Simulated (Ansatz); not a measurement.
Here is an Ansatz 0.2.0 calculation.

The input input.yaml:

```yaml
crystal:
  lattice:
    - [5.8263928781, -2.054648955, 0.0]
    - [5.8263928781, 2.054648955, 0.0]
    - [-1.723233014, 0.0, 4.7713478577]
  atoms:
    - { symbol: In, position: [0.88820325, 0.88820325, 0.04684136] }
    - { symbol: In, position: [0.11179675, 0.11179675, 0.95315864] }
    - { symbol: Se, position: [0.66092759, 0.66092759, 0.66895562] }
    - { symbol: Se, position: [0.33907241, 0.33907241, 0.33104438] }
kpoints:
  mp_grid: { grid: [7, 7, 6] }
scf:
  occupations: { method: fermi_dirac, width: 0.05 }
hamiltonian:
  xc: pbesol
  pseudopotentials: { kind: all_electron, lapw: { basis_error: 0.002 } }
output: {}
phonons:
  method: fd
  supercell: [1, 1, 1]
```

Potentials or basis: all-electron LAPW, scalar-relativistic.

Command:

```sh
$ ansatz run input.yaml --threads 2 --pin off --max-ram 8192MiB --backend cpu --events-out ev --progress --plain --runs-dir out
```

Estimate the highest phonon frequency at Γ, LO-TO splitting left out.

212 cm⁻¹.

Estimate the band gap on the k mesh.

1.08 eV, indirect (least direct gap 1.16 eV).

Predict the largest force.

0.067 eV/Å.

Phonon frequencies in cm⁻¹ (negative: imaginary):
```csv
q point,frequencies
"(0.000, 0.000, 0.000)",0 0 0 59 67 130 138 153 160 164 171 212
```

Caveat: spin-orbit coupling is left out, which moves the levels of the heavy elements; an odd mesh through Γ misses points on the zone boundary, where band edges often lie.
